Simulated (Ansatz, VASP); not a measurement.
# BN in two plane-wave programs, part 2 of 2

Wanted: the spread between two codes on one cell, functional and k mesh. The structure shown comes from an earlier Ansatz run, which isn't shown and may have moved the atoms alone.

VASP 6.6.1 and Ansatz 0.2.0.

So far: Starting point; Ansatz: elastic constants, r2SCAN.

## Step 3: VASP: elastic constants, r2SCAN

Level of this step: r2SCAN; plane waves and PAW (B, N) (VASP).

The same cell, functional, mesh and smearing now go to VASP, with its own data sets.

Lines of VASP's logs that name or quote its potential files are left out, and so is its time.

Contents of INCAR:

```
SYSTEM = BN
PREC = Accurate
ENCUT = 660
EDIFF = 1E-08
NELM = 120
ISMEAR = 0
SIGMA = 0.02
LREAL = .FALSE.
ALGO = Normal
METAGGA = R2SCAN
LASPH = .TRUE.
NBANDS = 14
LORBIT = 11
LWAVE = .FALSE.
LCHARG = .FALSE.
ISIF = 3
IBRION = 6
NFREE = 2
POTIM = 0.015
NSW = 1
GGA_COMPAT = .FALSE.
EFERMI = MIDGAP
LMIXTAU = .TRUE.
KPAR = 2
```

Contents of POSCAR:

```
BN
1.0
    2.5009007219      0.0000000000      0.0000000000
   -1.2504503609      2.1658435575      0.0000000000
    0.0000000000      0.0000000000      6.8773255129
B N
2 2
Direct
    0.3333333333      0.6666666667      0.2500000000
    0.6666666667      0.3333333333      0.7500000000
    0.3333333333      0.6666666667      0.7500000000
    0.6666666667      0.3333333333      0.2500000000
```

Contents of KPOINTS:

```
Automatic mesh
0
Gamma
9 9 4
0 0 0
```

Potentials, in the order of the species: B and N (PBE family, release 64).

On the command line:

```bash
> mpirun -np 2 vasp_std
```

Numbers of over 12 decimals in the logs are rounded to 6 here.

The program printed:

```text
[banner, memory and clock lines left out]
running    2 mpi-ranks, on    1 nodes
 distrk:  each k-point on    1 cores,    2 groups
 distr:  one band on    1 cores,    1 groups

 POSCAR found type information on POSCAR B N
 POSCAR found :  2 types and       4 ions
|                                                                             |
|               ----> ADVICE to this user running VASP <----                  |
|                                                                             |
|     You enforced a specific xc type in the INCAR file but a different       |
|     [... a line on the potential file left out ...]
|     I HOPE YOU KNOW WHAT YOU ARE DOING!                                     |
|                                                                             |

 LDA part: xc-table for (None), standard interpolation
 POSCAR, INCAR and KPOINTS ok, starting setup
 FFT: planning ... GRIDC
 FFT: planning ... GRID_SOFT
 FFT: planning ... GRID
 WAVECAR not read
 entering main loop
       N       E                     dE             d eps       ncg     rms          rms(c)
DAV:   1     0.672558607081E+02    0.67256E+02   -0.94237E+03  1008   0.130E+03
DAV:   2    -0.415377395757E+02   -0.10879E+03   -0.98291E+02  1318   0.299E+02
DAV:   3    -0.466938384796E+02   -0.51561E+01   -0.51204E+01  1350   0.681E+01
DAV:   4    -0.467432483474E+02   -0.49410E-01   -0.49386E-01  1190   0.668E+00
DAV:   5    -0.467438265046E+02   -0.57816E-03   -0.57812E-03  1356   0.708E-01    0.110E+01
DAV:   6    -0.404879202444E+02    0.62559E+01   -0.51956E+00  1260   0.191E+01    0.576E+00
DAV:   7    -0.381078430889E+02    0.23801E+01   -0.76894E-01  1170   0.874E+00    0.291E+00
DAV:   8    -0.403506026661E+02   -0.22428E+01   -0.14312E+00  1122   0.107E+01    0.189E+00
DAV:   9    -0.388404281368E+02    0.15102E+01   -0.47762E-01  1008   0.819E+00    0.283E-01
DAV:  10    -0.385957707605E+02    0.24466E+00   -0.63291E-02  1062   0.284E+00    0.221E-01
DAV:  11    -0.385295551849E+02    0.66216E-01   -0.18222E-02  1026   0.142E+00    0.169E-01
DAV:  12    -0.384701059290E+02    0.59449E-01   -0.29588E-02  1014   0.176E+00    0.128E-01
DAV:  13    -0.385798651518E+02   -0.10976E+00   -0.28663E-02  1008   0.155E+00    0.722E-02
DAV:  14    -0.385994266994E+02   -0.19562E-01   -0.32569E-03  1056   0.718E-01    0.279E-02
[...]
DAV:  19    -0.386010047973E+02   -0.12352E-05   -0.46245E-07  1134   0.767E-03    0.996E-04
DAV:  20    -0.386010050992E+02   -0.30196E-06   -0.54734E-08  1122   0.292E-03    0.193E-04
DAV:  21    -0.386010050250E+02    0.74263E-07   -0.59686E-09   936   0.110E-03    0.306E-04
DAV:  22    -0.386010051451E+02   -0.12009E-06   -0.15056E-08   980   0.134E-03    0.205E-04
DAV:  23    -0.386010050994E+02    0.45711E-07   -0.10901E-09   828   0.389E-04    0.146E-04
DAV:  24    -0.386010051435E+02   -0.44170E-07   -0.10923E-09   582   0.337E-04    0.562E-05
DAV:  25    -0.386010051036E+02    0.39888E-07   -0.41371E-10   588   0.233E-04    0.834E-06
DAV:  26    -0.386010051108E+02   -0.71680E-08   -0.41563E-11   546   0.795E-05
   1 F= -.38601005E+02 E0= -.38601005E+02  d E =0.000000E+00
[... from here on, the cycles between the ionic steps are left out ...]
  15 F= -.38596300E+02 E0= -.38596300E+02  d E =0.000000E+00
  16 F= -.38599383E+02 E0= -.38599383E+02  d E =0.000000E+00
  17 F= -.38599383E+02 E0= -.38599383E+02  d E =0.000000E+00
  18 F= -.38596296E+02 E0= -.38596296E+02  d E =0.000000E+00
  19 F= -.38596296E+02 E0= -.38596296E+02  d E =0.000000E+00
  20 F= -.38599371E+02 E0= -.38599371E+02  d E =0.000000E+00
 Finite differences progress:
  Degree of freedom:  10/ 10
  Displacement:        1/  2
  Total:              19/ 20
 bond charge predicted
       N       E                     dE             d eps       ncg     rms          rms(c)
DAV:   1    -0.386000229748E+02   -0.65188E-03   -0.34117E+00  1204   0.144E+01    0.241E-01
DAV:   2    -0.385925795592E+02    0.74434E-02   -0.21893E-02  1474   0.160E+00    0.167E-01
DAV:   3    -0.385871048158E+02    0.54747E-02   -0.15986E-02  1222   0.149E+00    0.717E-02
DAV:   4    -0.385929616964E+02   -0.58569E-02   -0.12977E-02  1216   0.130E+00    0.285E-02
DAV:   5    -0.385989410576E+02   -0.59794E-02   -0.37861E-03  1222   0.724E-01    0.135E-02
DAV:   6    -0.385993313346E+02   -0.39028E-03   -0.13793E-04  1450   0.134E-01    0.544E-03
DAV:   7    -0.385993631936E+02   -0.31859E-04   -0.20892E-05  1258   0.543E-02    0.282E-03
DAV:   8    -0.385993689731E+02   -0.57795E-05   -0.39322E-06  1330   0.279E-02    0.117E-03
DAV:   9    -0.385993709355E+02   -0.19624E-05   -0.14582E-06  1306   0.140E-02    0.603E-04
DAV:  10    -0.385993709220E+02    0.13458E-07   -0.22077E-07  1420   0.560E-03    0.235E-04
DAV:  11    -0.385993710386E+02   -0.11652E-06   -0.13132E-07  1252   0.437E-03    0.149E-04
DAV:  12    -0.385993711250E+02   -0.86483E-07   -0.36058E-08  1270   0.229E-03    0.872E-05
DAV:  13    -0.385993711183E+02    0.67173E-08   -0.25619E-09  1202   0.699E-04
  21 F= -.38599371E+02 E0= -.38599371E+02  d E =0.000000E+00
 Finite differences progress:
  Degree of freedom:  10/ 10
  Displacement:        2/  2
  Total:              20/ 20
```

OUTCAR, selected parts (step 3):

```text
ion  position               nearest neighbor table
   1  0.333  0.667  0.250-   4 1.44   4 1.44   4 1.44
   2  0.667  0.333  0.750-   3 1.44   3 1.44   3 1.44
   3  0.333  0.667  0.750-   2 1.44   2 1.44   2 1.44
   4  0.667  0.333  0.250-   1 1.44   1 1.44   1 1.44

  LATTYP: Found a hexagonal cell.
 ALAT       =     2.5009007219
 C/A-ratio  =     2.7499394329

 Subroutine GETGRP returns: Found 24 space group operations
 (whereof 12 operations were pure point group operations)

The static configuration has the point symmetry D_3d.
 The point group associated with its full space group is D_6h.

 Found     36 irreducible k-points:

   k-points           NKPTS =     36   k-points in BZ     NKDIM =     36   number of bands    NBANDS=     14

   dimension x,y,z NGX =    24 NGY =   24 NGZ =   60
   dimension x,y,z NGXF=    48 NGYF=   48 NGZF=  120

   ENCUT  =  660.0 eV  48.51 Ry    6.96 a.u.   5.24  5.24 14.41*2*pi/ulx,y,z

   NELECT =      16.0000    total number of electrons

 k-points in reciprocal lattice and weights: Automatic mesh
   0.00000000  0.00000000  0.00000000       0.003
   0.11111111  0.00000000  0.00000000       0.019
   0.22222222  0.00000000  0.00000000       0.019
   0.33333333  0.00000000  0.00000000       0.019
   0.44444444  0.00000000  0.00000000       0.019
   0.11111111  0.11111111  0.00000000       0.019
   0.22222222  0.11111111  0.00000000       0.037
   0.33333333  0.11111111  0.00000000       0.037
   0.44444444  0.11111111  0.00000000       0.019
[...]
0.33333333  0.22222222  0.50000000       0.037
   0.33333333  0.33333333  0.50000000       0.006

 average (electrostatic) potential at core
       1 -30.7881       2 -30.7885       3 -68.1063       4 -68.1063

 E-fermi :   4.2793

 k-point     1 :       0.0000    0.0000    0.0000
  band No.  band energies     occupation
    ...
      4      -2.6568      2.00000
      5       0.4007      2.00000
      6       0.4007      2.00000
      7       0.4278      2.00000
      8       0.4278      2.00000
      9       7.1406      0.00000
     10      12.3521      0.00000
     11      14.0922      0.00000
     12      14.0922      0.00000
     13      14.1907      0.00000
    ...

 k-point     2 :       0.1111    0.0000    0.0000
  band No.  band energies     occupation
    ...
      4      -2.3428      2.00000
      5      -0.6086      2.00000
      6      -0.5871      2.00000
      7      -0.0628      2.00000
      8      -0.0304      2.00000
      9       7.5792      0.00000
     10      12.2631      0.00000
     11      13.8024      0.00000
     12      14.0860      0.00000
     13      15.0882      0.00000
    ...

 k-point     3 :       0.2222    0.0000    0.0000
  band No.  band energies     occupation
    ...
      4      -2.9177      2.00000
      5      -2.8812      2.00000
      6      -1.4379      2.00000
      7      -1.0481      2.00000
      8      -1.0077      2.00000
      9       8.7014      0.00000
     10      11.5699      0.00000
     11      12.7006      0.00000
     12      13.2402      0.00000
     13      13.9225      0.00000
    ...

  Total        0.1629594      0.1629594     -0.0370755      0.0000000      0.0000000      0.0000000
  in kB        7.0088517      7.0088517     -1.5946118      0.0000000      0.0000000      0.0000000
  external PRESSURE =       4.1410306 kB  Pullay stress =       0.0000000 kB

  energy-cutoff  :      660.00
  volume of cell :       37.25
      direct lattice vectors                 reciprocal lattice vectors
     2.500900722  0.000000000  0.000000000     0.399855936  0.230856933  0.000000000
    -1.250450361  2.165843558  0.000000000     0.000000000  0.461713865  0.000000000
     0.000000000  0.000000000  6.877325513     0.000000000  0.000000000  0.145405361

 POSITION                                       TOTAL-FORCE (eV/Angst)
 -----------------------------------------------------------------------------------
     -0.00000      1.44390      1.71933         0.000000      0.000000      0.012211
      1.25045      0.72195      5.15799         0.000000     -0.000000     -0.213945
     -0.00000      1.44390      5.14299        -0.000000     -0.000000      0.217701
      1.25045      0.72195      1.71933        -0.000000     -0.000000     -0.015966
 -----------------------------------------------------------------------------------
    total drift:                                0.000000     -0.000000      0.000517

  FREE ENERGIE OF THE ION-ELECTRON SYSTEM (eV)
  ---------------------------------------------------
  free  energy   TOTEN  =       -38.5993711183 eV

  energy  without entropy=      -38.5993711183  energy(sigma->0) =      -38.59937112

  SYMMETRIZED ELASTIC MODULI (kBar)
 Direction    XX          YY          ZZ          XY          YZ          ZX
 --------------------------------------------------------------------------------
 XX        9149.2984   1617.5474      6.5088      0.0000     -0.0000     -0.0000
 YY        1617.5474   9149.2984      6.5088      0.0000      0.0000      0.0000
 ZZ           6.5088      6.5088    209.3285      0.0000      0.0000      0.0000
 XY           0.0000      0.0000      0.0000   3765.8755      0.0000     -0.0000
 YZ           0.0000      0.0000      0.0000      0.0000     36.3185      0.0000
 ZX           0.0000      0.0000      0.0000     -0.0000      0.0000     36.3204
 --------------------------------------------------------------------------------

 Eigenvectors and eigenvalues of the dynamical matrix
 ----------------------------------------------------

   1 f  =   40.937079 THz   257.215254 2PiTHz 1365.513976 cm-1   169.302079 meV
             X         Y         Z           dx          dy          dz
     -0.000000  1.443896  1.719331     0.404846    0.343578    0.000000
      1.250450  0.721948  5.157994    -0.404846   -0.343578    0.000000
     -0.000000  1.443896  5.157994     0.356032    0.302151   -0.000000
      1.250450  0.721948  1.719331    -0.356032   -0.302151   -0.000000

   2 f  =   40.937079 THz   257.215254 2PiTHz 1365.513976 cm-1   169.302079 meV
             X         Y         Z           dx          dy          dz
     -0.000000  1.443896  1.719331    -0.343578    0.404846    0.000000
      1.250450  0.721948  5.157994     0.343578   -0.404846   -0.000000
     -0.000000  1.443896  5.157994    -0.302151    0.356032    0.000000
      1.250450  0.721948  1.719331     0.302151   -0.356032   -0.000000

   3 f  =   40.934335 THz   257.198014 2PiTHz 1365.422453 cm-1   169.290732 meV
             X         Y         Z           dx          dy          dz
     -0.000000  1.443896  1.719331    -0.405003   -0.343708   -0.000000
      1.250450  0.721948  5.157994    -0.405003   -0.343708   -0.000000
     -0.000000  1.443896  5.157994     0.355857    0.301999    0.000000
      1.250450  0.721948  1.719331     0.355857    0.301999   -0.000000

   4 f  =   40.934335 THz   257.198014 2PiTHz 1365.422452 cm-1   169.290732 meV
             X         Y         Z           dx          dy          dz
     -0.000000  1.443896  1.719331    -0.343708    0.405003    0.000000
      1.250450  0.721948  5.157994    -0.343708    0.405003   -0.000000
     -0.000000  1.443896  5.157994     0.301999   -0.355857    0.000000
      1.250450  0.721948  1.719331     0.301999   -0.355857    0.000000

   5 f  =   24.735935 THz   155.420461 2PiTHz  825.101963 cm-1   102.299559 meV
             X         Y         Z           dx          dy          dz
     -0.000000  1.443896  1.719331     0.000000   -0.000000    0.530558
      1.250450  0.721948  5.157994    -0.000000    0.000000   -0.530558
     -0.000000  1.443896  5.157994    -0.000000    0.000000    0.467449
      1.250450  0.721948  1.719331     0.000000   -0.000000   -0.467449

   6 f  =   23.208666 THz   145.824348 2PiTHz  774.157761 cm-1    95.983286 meV
             X         Y         Z           dx          dy          dz
     -0.000000  1.443896  1.719331     0.000000    0.000000   -0.531111
      1.250450  0.721948  5.157994    -0.000000   -0.000000   -0.531111
     -0.000000  1.443896  5.157994    -0.000000   -0.000000    0.466821
      1.250450  0.721948  1.719331     0.000000    0.000000    0.466821

   7 f  =    2.835028 THz    17.813004 2PiTHz   94.566340 cm-1    11.724727 meV
             X         Y         Z           dx          dy          dz
     -0.000000  1.443896  1.719331     0.000000    0.000000   -0.467449
      1.250450  0.721948  5.157994    -0.000000   -0.000000    0.467449
     -0.000000  1.443896  5.157994    -0.000000   -0.000000    0.530558
      1.250450  0.721948  1.719331     0.000000    0.000000   -0.530558

   8 f  =    1.222280 THz     7.679814 2PiTHz   40.770884 cm-1     5.054943 meV
             X         Y         Z           dx          dy          dz
     -0.000000  1.443896  1.719331     0.356073    0.302102   -0.000000
      1.250450  0.721948  5.157994    -0.356073   -0.302102   -0.000000
     -0.000000  1.443896  5.157994    -0.404893   -0.343522   -0.000000
      1.250450  0.721948  1.719331     0.404893    0.343522   -0.000000

   9 f  =    1.222280 THz     7.679814 2PiTHz   40.770884 cm-1     5.054943 meV
             X         Y         Z           dx          dy          dz
     -0.000000  1.443896  1.719331     0.302102   -0.356073    0.000000
      1.250450  0.721948  5.157994    -0.302102    0.356073    0.000000
     -0.000000  1.443896  5.157994    -0.343522    0.404893    0.000000
      1.250450  0.721948  1.719331     0.343522   -0.404893    0.000000

  10 f/i=    0.001700 THz     0.010684 2PiTHz    0.056721 cm-1     0.007032 meV
             X         Y         Z           dx          dy          dz
     -0.000000  1.443896  1.719331    -0.355172    0.302805   -0.000000
      1.250450  0.721948  5.157994    -0.355172    0.302805   -0.000000
     -0.000000  1.443896  5.157994    -0.404223    0.344624   -0.000000
      1.250450  0.721948  1.719331    -0.404223    0.344624   -0.000000

  11 f/i=    0.001700 THz     0.010684 2PiTHz    0.056721 cm-1     0.007032 meV
             X         Y         Z           dx          dy          dz
     -0.000000  1.443896  1.719331     0.302805    0.355172   -0.000000
      1.250450  0.721948  5.157994     0.302805    0.355172   -0.000000
     -0.000000  1.443896  5.157994     0.344624    0.404223   -0.000000
      1.250450  0.721948  1.719331     0.344624    0.404223   -0.000000

  12 f/i=    0.002959 THz     0.018593 2PiTHz    0.098709 cm-1     0.012238 meV
             X         Y         Z           dx          dy          dz
     -0.000000  1.443896  1.719331    -0.000000    0.000000    0.466821
      1.250450  0.721948  5.157994    -0.000000    0.000000    0.466821
     -0.000000  1.443896  5.157994    -0.000000    0.000000    0.531111
      1.250450  0.721948  1.719331    -0.000000    0.000000    0.531111

 ELASTIC MODULI CONTR FROM IONIC RELAXATION (kBar)
 Direction    XX          YY          ZZ          XY          YZ          ZX
 --------------------------------------------------------------------------------
 XX        -310.0438    310.0438     -0.0000     -0.0000      0.0000     -0.0000
 YY         310.0438   -310.0438      0.0000     -0.0000     -0.0000      0.0000
 ZZ          -0.0000      0.0000     -0.0000     -0.0000      0.0000     -0.0000
 XY          -0.0000     -0.0000     -0.0000   -310.0438      0.0000     -0.0000
 YZ           0.0000     -0.0000      0.0000      0.0000     -0.0000      0.0000
 ZX          -0.0000      0.0000     -0.0000     -0.0000      0.0000     -0.0000
 --------------------------------------------------------------------------------

 TOTAL ELASTIC MODULI (kBar)
 Direction    XX          YY          ZZ          XY          YZ          ZX
 --------------------------------------------------------------------------------
 XX        8839.2547   1927.5911      6.5088      0.0000     -0.0000     -0.0000
 YY        1927.5911   8839.2547      6.5088      0.0000      0.0000      0.0000
 ZZ           6.5088      6.5088    209.3285      0.0000      0.0000     -0.0000
 XY           0.0000      0.0000      0.0000   3455.8318      0.0000     -0.0000
 YZ           0.0000      0.0000      0.0000      0.0000     36.3185      0.0000
 ZX          -0.0000      0.0000     -0.0000     -0.0000      0.0000     36.3204
 --------------------------------------------------------------------------------

 total charge
# of ion       s       p       d       tot
------------------------------------------
    1        0.746   1.406   0.000   2.152
    2        0.746   1.406   0.000   2.152
    3        1.235   2.820   0.000   4.055
    4        1.235   2.820   0.000   4.055
--------------------------------------------------
tot          3.962   8.453   0.000  12.415

[... 2 further parts left out ...]
```

Levels, forces or a CONTCAR printed for this step are those of its last displaced cell, not of the structure at rest.

## Step 4: Side by side

Known differences besides the potentials themselves: VASP keeps PBE cores, Ansatz makes them for the functional; the cutoff is 500 eV in Ansatz and 660 eV in VASP; VASP takes each elastic constant from one size of strain, Ansatz from those that its log lists. Total energies have different zeros and are not compared.

Both answers:

```csv
quantity,Ansatz,VASP,difference
C11 (GPa),882.2,883.9,-0.20 %
C22 (GPa),882.2,883.9,-0.20 %
C33 (GPa),20.6,20.9,-1.65 %
C12 (GPa),190.9,192.8,-0.97 %
C13 (GPa),0.5,0.7,-16.37 %
C23 (GPa),0.5,0.7,-16.37 %
C44 (GPa),3.8,3.6,+4.21 %
C55 (GPa),3.8,3.6,+4.21 %
C66 (GPa),345.6,345.6,+0.01 %
```

## Step 5: Summary of results

| Quantity | Value |
| --- | --- |
| difference in C13 (elastic constants, r2SCAN) | -16 % |

**Reading.** The difference in C13 is -16 % (elastic constants, r2SCAN), beyond the 5 % picked in this series as the mark of a large difference. How closely two codes agree says nothing of how well the functional describes the real material.

[Lines on the potential files, build, host, timing and source positions are cut from VASP's logs without a mark.]

[Logs are printed without paths, hosts, clocks, repeated set-up lines and the standing remarks that a program may print on its own settings, such as how far it seeks lower states.]

[Hosts, paths, dates, database ids (printed as entryN), source tags and the programs' standing remarks are cut or masked in the printed files.]
